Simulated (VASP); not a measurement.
# Ba (P6/mmm) in VASP: further runs

Runs on Ba. Level: LDA. Tasks: single point.

All numbers are computed with VASP 6.6.1; they aren't measurements. Logs are shortened: lines on timing, memory, paths and dates and some standing lists are left out, and cuts for length are marked.

**1. The crystal as given**

The structure is hexagonal, space group P6/mmm (No. 191). The conventional cell has a = 4.312 Å, b = 4.312 Å, c = 3.913 Å, α = 90.00°, β = 90.00°, γ = 120.00°. Ba (site symmetry 6/mmm) is surrounded by 8 Ba at 3.91 to 4.31 Å.

This isn't the form of Ba at room conditions, which is bcc.

**2. Single point, LDA**

INCAR reads:

```
SYSTEM = Ba
ADDGRID = .False.
ALGO = Normal
EDIFF = 1E-6
ENCUT = 550
GGA = CA
ISIF = 2
ISMEAR = -1
LASPH = .True.
LCHARG = .False.
LREAL = .False.
LWAVE = .False.
NBANDS = 11
NELM = 100
PREC = Accurate
SIGMA = 0.2
```

KPOINTS reads:

```
k-points
0
Gamma
  10 10 10
  0 0 0
```

POSCAR reads:

```
Ba
1.0
    4.3116136979      0.0000000000      0.0000000000
   -2.1558068490      3.7339669937      0.0000000000
    0.0000000000      0.0000000000      3.9134133000
Ba
1
Direct
    0.0000000000      0.0000000000      0.0000000000
```

Potentials or basis: VASP PAW LDA potentials, release 64 (Ba_sv).

Launch:

```bash
$ cat potpaw_LDA.64/Ba_sv/POTCAR > POTCAR
$ mpirun -np 1 vasp_std > vasp.out
```

OUTCAR:

```text
SYSTEM = Ba
   EDIFF = 1E-6
   ENCUT = 550
   GGA = CA
   ISIF = 2
   ISMEAR = -1
   LASPH = .True.
   LREAL = .False.
   NELM = 100
   PREC = Accurate

 Found     84 irreducible k-points:

 Following reciprocal coordinates:
            Coordinates               Weight
  0.000000  0.000000  0.000000      1.000000
  0.100000  0.000000  0.000000      6.000000
  0.200000  0.000000  0.000000      6.000000
  0.300000  0.000000  0.000000      6.000000
  0.400000  0.000000  0.000000      6.000000
  0.500000  0.000000  0.000000      3.000000
   k-points           NKPTS =     84   k-points in BZ     NKDIM =     84   number of bands    NBANDS=     11
   number of dos      NEDOS =    301   number of ions     NIONS =      1
   total plane-waves  NPLWV =  38880
   dimension x,y,z NGX =    36 NGY =   36 NGZ =   30
   dimension x,y,z NGXF=    72 NGYF=   72 NGZF=   60
   ions per type =               1
   NGX,Y,Z   is equivalent  to a cutoff of  13.88, 13.88, 12.74 a.u.
   NGXF,Y,Z  is equivalent  to a cutoff of  27.76, 27.76, 25.49 a.u.
 SYSTEM =  Ba
   PREC   = accura    normal or accurate (medium, high low for compatibility)
   ISTART =      0    job   : 0-new  1-cont  2-samecut
   ICHARG =      2    charge: 1-file 2-atom 10-const
   ISPIN  =      1    spin polarized calculation?
   LNONCOLLINEAR =      F non collinear calculations
   LSORBIT =      F    spin-orbit coupling
   LASPH  =      T    aspherical Exc in radial PAW
   ENCUT  =  550.0 eV  40.42 Ry    6.36 a.u.   8.24  8.24  7.48*2*pi/ulx,y,z
   NELM   =    100;   NELMIN=  2; NELMDL= -5     # of ELM steps
   EDIFF  = 0.1E-05   stopping-criterion for ELM
   LREAL  =      F    real-space projection
   EDIFFG = 0.1E-04   stopping-criterion for IOM
   NSW    =      0    number of steps for IOM
   IBRION =     -1    ionic relax: 0-MD 1-quasi-New 2-CG
   NFREE  =      0    steps in history (QN), initial steepest desc. (CG)
   ISIF   =      2    stress and relaxation
   ISYM   =      2    0-nonsym 1-usesym 2-fastsym
   POTIM  = 0.5000    time-step for ionic-motion
   TEBEG  =    0.0;   TEEND  =   0.0 temperature during run
   PSTRESS=    0.0 pullay stress
   NELECT =      10.0000    total number of electrons
   NUPDOWN=      -1.0000    fix difference up-down
   EMIN   =  10.00;   EMAX   =-10.00  energy-range for DOS
   EFERMI =   0.00;   METHOD = LEGACY
   ISMEAR =    -1;   SIGMA  =   0.20  broadening in eV -4-tet -1-fermi 0-gaus
   EFERMI_NEDOS =   21; number of points for ismear=-14 and -15
   IALGO  =     38    algorithm
   IMIX   =      4    mixing-type and parameters
     AMIX     =   0.40;   BMIX     =  1.00
     AMIX_MAG =   1.60;   BMIX_MAG =  1.00
  volume/ion in A,a.u.               =      63.00       425.17
  Fermi-wavevector in a.u.,A,eV,Ry     =   0.886379  1.675014 10.689660  0.785668
  Thomas-Fermi vector in A             =   2.007537
   LORBIT       =      0    0 simple, 1 ext, 2 COOP (PROOUT), +10 PAW based schemes
   GGA     = CA    functional components
   LHFCALC =     F    Hartree Fock is set to
   AEXX    =    0.0000 exact exchange contribution
   IVDW    =     0    specifies the selected vdW correction
   LEPSILON=     F    determine dielectric tensor
   LRPA    =     F    only Hartree local field effects (RPA)
 non-spin polarized calculation
  energy-cutoff  :      550.00
  volume of cell :       63.00
 maximum number of plane-waves:      1869
 NGX is ok and might be reduce to    36
   NGX = 17   NGY = 17   NGZ = 15

 number of electron      10.0000000 magnetization

 Free energy of the ion-electron system (eV)
  ---------------------------------------------------
  ext. energy  EPLUGINS =         0.00000000
  ---------------------------------------------------
  free energy    TOTEN  =        -2.13999101 eV

  energy without entropy =       -1.90583119  energy(sigma->0) =       -2.02291110

 E-fermi :   1.3898     XC(G=0):  -7.5979

 val. band max:        1.3419800297   @ k =   0.4000   0.2000   0.3000
 cond. band min:       1.4285593029   @ k =   0.4000   0.2000   0.2000
 fundamental gap:      0.0865792731
 Fermi energy:         1.3897711948

 k-point     1 :       0.0000    0.0000    0.0000
  band No.  band energies     occupation
      1     -27.5370      2.00000
      2     -12.4816      2.00000
      3     -12.4816      2.00000
      4     -12.3753      2.00000
      5      -1.2703      2.00000
      6       1.4673      0.80846
      7       3.1000      0.00039
      8       3.1000      0.00039
      9       6.2934      0.00000
     10       6.2934      0.00000
     11       7.5390      0.00000

 k-point     2 :       0.1000    0.0000    0.0000
  band No.  band energies     occupation
      1     -27.5329      2.00000
      2     -12.5329      2.00000
      3     -12.4931      2.00000
      4     -12.3702      2.00000
      5      -1.0998      1.99999
      6       1.5393      0.64275
      7       2.8460      0.00138
      8       3.2716      0.00016
      9       5.9647      0.00000
     10       6.2485      0.00000
     11       8.0567      0.00000

 k-point     3 :       0.2000    0.0000    0.0000
  band No.  band energies     occupation
      1     -27.5223      2.00000
      2     -12.6634      2.00000
      3     -12.5227      2.00000
      4     -12.3569      2.00000
      5      -0.6418      1.99992
      6       1.7048      0.34292
      7       2.3937      0.01313
      8       3.7731      0.00001
      9       5.3614      0.00000
     10       6.1359      0.00000
     11       8.7122      0.00000

 k-point     4 :       0.3000    0.0000    0.0000
  band No.  band energies     occupation
      1     -27.5090      2.00000
      2     -12.8180      2.00000
      3     -12.5589      2.00000
      4     -12.3404      2.00000
      5      -0.0613      1.99859
      6       1.6968      0.35453
      7       2.2967      0.02123
      8       4.5608      0.00000
      9       4.8316      0.00000
     10       6.0053      0.00000
     11       7.8172      0.00000

 k-point     5 :       0.4000    0.0000    0.0000
  band No.  band energies     occupation
      1     -27.4983      2.00000
      2     -12.9381      2.00000
      3     -12.5877      2.00000
      4     -12.3269      2.00000
      5       0.3596      1.98848
      6       1.6639      0.40507
      7       2.4545      0.00970
      8       4.4881      0.00000
      9       5.5299      0.00000
     10       5.9056      0.00000
     11       7.3744      0.00000

 k-point     6 :       0.5000    0.0000    0.0000
  band No.  band energies     occupation
      1     -27.4942      2.00000
      2     -12.9829      2.00000
      3     -12.5986      2.00000
      4     -12.3218      2.00000
      5       0.4694      1.98013
      6       1.7576      0.27434
      7       2.4877      0.00823
      8       4.3701      0.00000
      9       5.8689      0.00000
     10       6.2037      0.00000
     11       7.3484      0.00000

 [... further k-points ...]

------------------------ aborting loop because EDIFF is reached ----------------------------------------

  FORCE on cell =-STRESS in cart. coord.  units (eV):
  Direction    XX          YY          ZZ          XY          YZ          ZX
  --------------------------------------------------------------------------------------
  -------------------------------------------------------------------------------------
  Total       -0.5560869     -0.5560869     -0.2008940      0.0000000     -0.0000000      0.0000000
  in kB      -14.1412321    -14.1412321     -5.1087142      0.0000000     -0.0000000      0.0000000
  external PRESSURE =     -11.1303928 kB  Pullay stress =       0.0000000 kB

 VOLUME and BASIS-vectors are now :
 -----------------------------------------------------------------------------
  energy-cutoff  :      550.00
  volume of cell :       63.00
      direct lattice vectors                 reciprocal lattice vectors
     4.311613698  0.000000000  0.000000000     0.231931724  0.133905844  0.000000000
    -2.155806849  3.733966994  0.000000000     0.000000000  0.267811687  0.000000000
     0.000000000  0.000000000  3.913413300     0.000000000  0.000000000  0.255531405

 POSITION                                       TOTAL-FORCE (eV/Angst)
 -----------------------------------------------------------------------------------
      0.00000      0.00000      0.00000        -0.000000      0.000000      0.000000
 -----------------------------------------------------------------------------------
    total drift:                                0.000000      0.000000     -0.000000

  FREE ENERGIE OF THE ION-ELECTRON SYSTEM (eV)
  ---------------------------------------------------
  free  energy   TOTEN  =        -2.1399910061 eV

  energy  without entropy=       -1.9058311905  energy(sigma->0) =       -2.02291110
```

Run time: 15 s. Hardware: 1 thread of Intel Xeon 6975P-C (Granite Rapids), shared host; peak memory 0.2 GiB.

The run converged, but some of its settings lie outside the range that counts as converged, so its numbers aren't taken as properties of the crystal.

What came out:

| Quantity | Value |
| --- | --- |
| Free energy | -2.1400 eV |
| Pressure | -1.1 GPa |
| Band gap on the k mesh | none (metal or under the smearing width) |

**3. Single point, LDA**

INCAR is that of step 2.

KPOINTS is that of step 2.

POSCAR reads:

```
Ba
1.0
    4.3404360000      0.0427450000      0.0778240000
   -2.1332000000      3.6827230000     -0.0419260000
    0.0706370000     -0.0031590000      3.9204320000
Ba
1
Direct
    0.0107920000      0.0146870000     -0.0229320000
```

Potentials or basis: VASP PAW LDA potentials, release 64 (Ba_sv).

Launch:

```bash
$ cat potpaw_LDA.64/Ba_sv/POTCAR > POTCAR
$ mpirun -np 1 vasp_std > vasp.out
```

Wall time 88 s (1 thread of Intel Xeon 6975P-C (Granite Rapids), shared host); peak memory 0.46 GiB.

The run converged, but some of its settings lie outside the range that counts as converged, so its numbers aren't taken as properties of the crystal.

Results:

* Free energy: -2.1407 eV
* Pressure: -1.1 GPa
* Band gap on the k mesh: none (metal or under the smearing width)

**4. Single point, LDA**

Edit INCAR of step 3 so:

```diff
@@ -14,3 +14,3 @@
 NELM = 100
-PREC = Accurate
+PREC = Low
 SIGMA = 0.2
```

KPOINTS is that of step 3.

POSCAR reads:

```
Ba
1.0
    4.3116136979      0.0000000000      0.0000000000
   -2.1558068490      3.7339669937      0.0000000000
    0.0000000000      0.0000000000      3.9134133000
Ba
1
Direct
    0.0000000000      0.0000000000      0.0000000000
```

Potentials or basis: VASP PAW LDA potentials, release 64 (Ba_sv).

Launch:

```bash
$ cat potpaw_LDA.64/Ba_sv/POTCAR > POTCAR
$ mpirun -np 1 vasp_std > vasp.out
```

OUTCAR:

```text
SYSTEM = Ba
   EDIFF = 1E-6
   ENCUT = 550
   GGA = CA
   ISIF = 2
   ISMEAR = -1
   LASPH = .True.
   LREAL = .False.
   NELM = 100
   PREC = Low

 Found     84 irreducible k-points:

 Following reciprocal coordinates:
            Coordinates               Weight
  0.000000  0.000000  0.000000      1.000000
  0.100000  0.000000  0.000000      6.000000
  0.200000  0.000000  0.000000      6.000000
  0.300000  0.000000  0.000000      6.000000
  0.400000  0.000000  0.000000      6.000000
  0.500000  0.000000  0.000000      3.000000
[... 160 lines left out ...]

------------------------ aborting loop because EDIFF is reached ----------------------------------------

  FORCE on cell =-STRESS in cart. coord.  units (eV):
  Direction    XX          YY          ZZ          XY          YZ          ZX
  --------------------------------------------------------------------------------------
  -------------------------------------------------------------------------------------
  Total       -0.5538606     -0.5538606     -0.2065345      0.0000000      0.0000000      0.0000000
  in kB      -14.0846174    -14.0846174     -5.2521498      0.0000000      0.0000000      0.0000000
  external PRESSURE =     -11.1404616 kB  Pullay stress =       0.0000000 kB

 VOLUME and BASIS-vectors are now :
 -----------------------------------------------------------------------------
  energy-cutoff  :      550.00
  volume of cell :       63.00
      direct lattice vectors                 reciprocal lattice vectors
     4.311613698  0.000000000  0.000000000     0.231931724  0.133905844  0.000000000
    -2.155806849  3.733966994  0.000000000     0.000000000  0.267811687  0.000000000
     0.000000000  0.000000000  3.913413300     0.000000000  0.000000000  0.255531405

 POSITION                                       TOTAL-FORCE (eV/Angst)
 -----------------------------------------------------------------------------------
      0.00000      0.00000      0.00000         0.000000      0.000000      0.000000
 -----------------------------------------------------------------------------------
    total drift:                               -0.000000      0.000000      0.000000

  FREE ENERGIE OF THE ION-ELECTRON SYSTEM (eV)
  ---------------------------------------------------
  free  energy   TOTEN  =        -2.1399500300 eV

  energy  without entropy=       -1.9057920320  energy(sigma->0) =       -2.02287103
```

stdout:

```text
POSCAR found type information on POSCAR Ba
 POSCAR found :  1 types and       1 ions
 scaLAPACK will be used
 LDA part: xc-table for (Slater(with rela. corr.)+CA(PZ))
 , standard interpolation
 POSCAR, INCAR and KPOINTS ok, starting setup
 FFT: planning ... GRIDC
 FFT: planning ... GRID_SOFT
 FFT: planning ... GRID
 WAVECAR not read
 entering main loop
```

Wall time 9.6 s (1 thread of Intel Xeon 6975P-C (Granite Rapids), shared host); peak memory 0.15 GiB.

These settings aren't checked as converged: the numbers below hold their error.

Results:

| Item | Value |
| --- | --- |
| Free energy | -2.1400 eV |
| Pressure | -1.1 GPa |
| Band gap on the k mesh | none (metal or under the smearing width) |

**5. The reference run**

An earlier run on the cell as given: functional PBE; potentials or basis VASP PAW PBE potentials, release 64 (Ba_sv); cutoff 520 eV; k mesh 7 × 7 × 7; occupations fermi-dirac, width 0.05 eV; no spin polarisation.

- Pressure: -0.1 GPa
- Band gap on the k mesh: none (metal or under the smearing width)
